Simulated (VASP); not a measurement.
# Cu (I4/mmm) in VASP: further runs, part 2 of 2

VASP 6.6.1.

## (5) Single point, PBE (volume scaled by 0.94)

File INCAR:

```
ALGO = Normal
EDIFF = 1E-6
ENCUT = 520
GGA = PE
ISIF = 2
ISMEAR = -1
LASPH = True
LCHARG = False
LREAL = False
LWAVE = False
NBANDS = 12
NELM = 60
PREC = Accurate
SIGMA = 0.05
```

File KPOINTS:

```
k-points
0
Gamma
  13 13 13
```

File POSCAR:

```
Cu
1.0
   -1.4133402940      1.4133402940      1.3479902729
    1.4133402940     -1.4133402940      1.3479902729
    1.4133402940      1.4133402940     -1.3479902729
Cu
1
Direct
    0.0000000000      0.0000000000      0.0000000000
```

Potentials or basis: VASP PAW PBE potentials, release 64 (Cu).

Launch:

```bash
$ cat potpaw_PBE.64/Cu/POTCAR > POTCAR
$ mpirun -np 1 vasp_std > vasp.out
```

OUTCAR:

```text
EDIFF = 1E-6
   ENCUT = 520
   GGA = PE
   ISIF = 2
   ISMEAR = -1
   LASPH = True
   LREAL = False
   NELM = 60
   PREC = Accurate

 ion  position               nearest neighbor table
   1  0.000  0.000  0.000-

  LATTYP: Found a body centered tetragonal cell.
 ALAT       =     2.8266805880
 C/A-ratio  =     0.9537620052

  Lattice vectors:

 A1 = (  -1.4133402940,   1.4133402940,   1.3479902729)
 A2 = (   1.4133402940,  -1.4133402940,   1.3479902729)
 A3 = (   1.4133402940,   1.4133402940,  -1.3479902729)

Analysis of symmetry for initial positions (statically):
=====================================================================
 Subroutine PRICEL returns:
 Original cell was already a primitive cell.

 Routine SETGRP: Setting up the symmetry group for a
 body centered tetragonal supercell.

 Subroutine GETGRP returns: Found 16 space group operations
 (whereof 16 operations were pure point group operations)
 out of a pool of 16 trial point group operations.

The static configuration has the point symmetry D_4h.

Analysis of symmetry for dynamics (positions and initial velocities):
=====================================================================
 Subroutine PRICEL returns:
 Original cell was already a primitive cell.

 Routine SETGRP: Setting up the symmetry group for a
 body centered tetragonal supercell.

 Subroutine GETGRP returns: Found 16 space group operations
 (whereof 16 operations were pure point group operations)
 out of a pool of 16 trial point group operations.

The dynamic configuration has the point symmetry D_4h.

 Subroutine INISYM returns: Found 16 space group operations
 (whereof 16 operations are pure point group operations),
 and found     1 'primitive' translations

----------------------------------------------------------------------------------------

                                     Primitive cell

  volume of cell :      10.7706

  direct lattice vectors                    reciprocal lattice vectors
[... 109 lines left out ...]
   LORBIT       =      0    0 simple, 1 ext, 2 COOP (PROOUT), +10 PAW based schemes
   GGA     = PE    functional components
   LHFCALC =     F    Hartree Fock is set to
   AEXX    =    0.0000 exact exchange contribution
   IVDW    =     0    specifies the selected vdW correction
   LEPSILON=     F    determine dielectric tensor
   LRPA    =     F    only Hartree local field effects (RPA)
 non-spin polarized calculation
  energy-cutoff  :      520.00
  volume of cell :       10.77
 maximum number of plane-waves:       313
 NGX is ok and might be reduce to    18
   NGX =  9   NGY =  9   NGZ =  9

 number of electron      11.0000008 magnetization

 Free energy of the ion-electron system (eV)
  ---------------------------------------------------
  ext. energy  EPLUGINS =         0.00000000
  ---------------------------------------------------
  free energy    TOTEN  =        -3.62446514 eV

  energy without entropy =       -3.62212873  energy(sigma->0) =       -3.62329693

 E-fermi :   8.7433     XC(G=0): -13.2706

 val. band max:        8.7372942659   @ k =  -0.3077   0.4615   0.0769
 cond. band min:       8.7791715616   @ k =  -0.2308   0.4615   0.0769
 fundamental gap:      0.0418772957
 Fermi energy:         8.7432835779

 k-point     1 :       0.0000    0.0000    0.0000
  band No.  band energies     occupation
      1      -1.2851      2.00000
      2       5.2449      2.00000
      3       5.4600      2.00000
      4       5.4600      2.00000
      5       6.4126      2.00000
      6       6.6385      2.00000
      7      34.2663      0.00000
      8      34.2663      0.00000
      9      35.5345      0.00000
     10      38.7216      0.00000
     11      39.1988      0.00000
     12      39.1988      0.00000
[... 331 lines left out ...]
 k-point    24 :       0.4615    0.1538   -0.0000
  band No.  band energies     occupation
      1       3.5870      2.00000
      2       4.5591      2.00000
      3       5.7620      2.00000
      4       6.5062      2.00000
      5       6.8792      2.00000
      6       9.7037      0.00000
      7      14.6907      0.00000
      8      21.5435      0.00000
      9      26.8495      0.00000
     10      33.3941      0.00000
     11      39.5149      0.00000
     12      41.7115      0.00000

 [... further k-points ...]
[... 5 lines left out ...]
  --------------------------------------------------------------------------------------
  -------------------------------------------------------------------------------------
  Total        1.3569223      1.3569223      1.3930697      0.0000000      0.0000000      0.0000000
  in kB      201.8484061    201.8484061    207.2254939      0.0000000      0.0000000      0.0000000
  external PRESSURE =     203.6407687 kB  Pullay stress =       0.0000000 kB

 VOLUME and BASIS-vectors are now :
 -----------------------------------------------------------------------------
  energy-cutoff  :      520.00
  volume of cell :       10.77
      direct lattice vectors                 reciprocal lattice vectors
    -1.413340294  1.413340294  1.347990273     0.000000000  0.353771843  0.370922558
     1.413340294 -1.413340294  1.347990273     0.353771843  0.000000000  0.370922558
     1.413340294  1.413340294 -1.347990273     0.353771843  0.353771843  0.000000000

 POSITION                                       TOTAL-FORCE (eV/Angst)
 -----------------------------------------------------------------------------------
      0.00000      0.00000      0.00000         0.000000      0.000000      0.000000
 -----------------------------------------------------------------------------------
    total drift:                                0.000000      0.000000      0.000000

  FREE ENERGIE OF THE ION-ELECTRON SYSTEM (eV)
  ---------------------------------------------------
  free  energy   TOTEN  =        -3.6244651391 eV

  energy  without entropy=       -3.6221287295  energy(sigma->0) =       -3.62329693
```

stdout:

```text
POSCAR found type information on POSCAR Cu
 POSCAR found :  1 types and       1 ions
 scaLAPACK will be used
 LDA part: xc-table for (Slater+PW92), standard interpolation
 POSCAR, INCAR and KPOINTS ok, starting setup
 FFT: planning ... GRIDC
 FFT: planning ... GRID_SOFT
 FFT: planning ... GRID
 WAVECAR not read
 entering main loop
```

Run time: 15 s. Hardware: 1 thread of Intel Xeon Platinum 8488C (Sapphire Rapids), shared host; peak memory 0.13 GiB.

Results:

| Item | Value |
| --- | --- |
| Free energy | -3.6245 eV |
| Pressure | 20.4 GPa |
| Band gap on the k mesh | none (metal or under the smearing width) |

Stress tensor (GPa, compression positive):
```
20.18  0.00  0.00
 0.00 20.18  0.00
 0.00  0.00 20.72
```

Caveat: so large a pressure means that the cell lies far from this level's equilibrium, or that cutoff or potentials fall short.

## (6) Single point, PBE (volume scaled by 0.96)

File INCAR:

```
SYSTEM = Cu
  ALGO = Fast
  EDIFF = 1E-7
  ENCUT = 520
  GGA = PE
  ISIF = 2
  ISMEAR = -1
  LASPH = .True.
  LCHARG = .False.
  LREAL = .False.
  LWAVE = .False.
  NBANDS = 12
  NELM = 100
  PREC = Accurate
  SIGMA = 0.05
```

File KPOINTS:

```
k-points
0
Gamma
  13 13 13
  0 0 0
```

File POSCAR:

```
Cu
1.0
   -1.4232937226      1.4232937226      1.3574834749
    1.4232937226     -1.4232937226      1.3574834749
    1.4232937226      1.4232937226     -1.3574834749
Cu
1
Direct
    0.0000000000      0.0000000000      0.0000000000
```

Potentials or basis: VASP PAW PBE potentials, release 64 (Cu).

Launch:

```bash
$ cat potpaw_PBE.64/Cu/POTCAR > POTCAR
$ mpirun -np 1 vasp_std > vasp.out
```

It took 25 s on 1 thread of Intel Xeon Platinum 8488C (Sapphire Rapids), shared host; peak memory 0.13 GiB.

Results (log left out):

```
Free energy            : -3.6504 eV
Pressure               : 15.7 GPa
Band gap on the k mesh : none (metal or under the smearing width)
```

Stress tensor (GPa, compression positive):
```
15.62  0.00  0.00
 0.00 15.62  0.00
 0.00  0.00 15.93
```

Levels at points of the mesh, in eV from the Fermi level:
| k point | band 2 | band 3 | band 4 | band 5 | band 6 | band 7 | band 8 | band 9 | band 10 | band 11 |
| --- | --- | --- | --- | --- | --- | --- | --- | --- | --- | --- |
| (0.00, 0.00, 0.00) | -3.42 | -3.21 | -3.21 | -2.29 | -2.07 | 25.32 | 25.32 | 26.58 | 29.64 | 29.95 |

Caveat: so large a pressure means that the cell lies far from this level's equilibrium, or that cutoff or potentials fall short.

## (7) Overview

```csv
level,spin,cell,k mesh,smearing,mesh quality,gap on the mesh (eV),pressure (GPa),moment (μB)
PBE,off,as given,5 × 5 × 5,fermi-dirac 0.02 eV,coarse,none,7.6,-
BLYP,"non-collinear, typed start",volume scaled by 0.98,10 × 10 × 10,methfessel-paxton 0.1 eV,not flagged,none,20.8,0.00
BLYP,"non-collinear, typed start",volume scaled by 1.04,10 × 10 × 10,methfessel-paxton 0.1 eV,not flagged,none,10.1,0.00
PBE,off,volume scaled by 0.94,13 × 13 × 13,fermi-dirac 0.05 eV,not flagged,none,20.4,-
PBE,off,volume scaled by 0.96,13 × 13 × 13,fermi-dirac 0.05 eV,not flagged,none,15.7,-
```

Alike in all rows: task single point; potentials or basis VASP PAW PBE potentials, release 64 (Cu); cutoff (eV) 520.

Caveats: some runs use coarse meshes; so large a pressure means that the cell lies far from this level's equilibrium, or that cutoff or potentials fall short (some runs); the potentials were made for another functional, which shifts forces and pressure (some runs); the PAW data sets were made with another functional, which shifts forces and pressure a little (some runs).

Absolute energies hang on the potentials; compare differences alone.
